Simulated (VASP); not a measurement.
Write the native input for VASP 6.6.1 that does the following.

| Item | Value |
| --- | --- |
| Task | single point |
| Functional | PBEsol |
| Potentials or basis | VASP PAW PBE potentials, release 64 (Te) |
| Cutoff | 520 eV |
| k mesh | 9 × 9 × 6 |
| Occupations | gaussian, width 0.1 eV |
| Spin | non-collinear spin, zero start, spin-orbit coupling |
| Starting moments | [[0.0, 0.0, 0.0], [0.0, 0.0, 0.0], [0.0, 0.0, 0.0]] μB |
| Further INCAR settings | ALGO = Normal; EDIFF = 1e-06 |

The structure of Te lies in POSCAR:

```
Te
1.0
    4.3118200000      0.0000000000      0.0000000000
   -2.1559100000      3.7341400000      0.0000000000
    0.0000000000      0.0000000000      5.9663300000
Te
3
Direct
    0.2846900000      0.0000000000      0.3333300000
    1.0000000000      0.2846900000      0.6666700000
    0.7153100000      0.7153100000      0.0000000000
```

These files were run (other wordings do the same):

INCAR

```
SYSTEM = Te
PREC     = Accurate       ! precision mode
ENCUT    = 520            ! plane-wave cutoff, eV
EDIFF    = 1E-6           ! SCF threshold, eV
ISMEAR   = 0              ! smearing method
SIGMA    = 0.1            ! smearing width, eV
LREAL    = .False.        ! projectors in reciprocal space
LASPH    = .True.         ! aspherical terms in the spheres
NELM     = 80             ! most SCF steps
ALGO     = Normal         ! electronic algorithm
ISIF     = 2              ! what is computed and relaxed
LWAVE    = .False.        ! write WAVECAR
LCHARG   = .True.         ! write CHGCAR
LNONCOLLINEAR= .True.         ! non-collinear magnetism
MAGMOM   = 0 0 0 0 0 0 0 0 0 ! initial moments
LORBIT   = 11             ! projections on sites
LSORBIT  = .True.         ! spin-orbit coupling
GGA_COMPAT= .False.      
GGA      = PS             ! functional
LVHAR    = .True.
```

KPOINTS

```
regular mesh
0
Gamma
  9 9 6
  0 0 0
```

Potentials or basis: VASP PAW PBE potentials, release 64 (Te).

Run with:

```console
$ cat potpaw_PBE.64/Te/POTCAR > POTCAR
$ mpirun -np 1 vasp_ncl > vasp.out
```

It gave:

```json
{"Pressure": "0.3 GPa", "Largest force": "0.026 eV/Å", "Net moment": "0.00 μB per cell", "Valence electrons inside the program's atomic spheres": "Te 3.29"}
```

Caveat: the PAW data sets were made with another functional, which shifts forces and pressure a little.

Wall time 6.9 min on 1 thread of Intel(R) Xeon(R) 6975P-C (Granite Rapids) (shared host), peak memory 0.95 GiB.
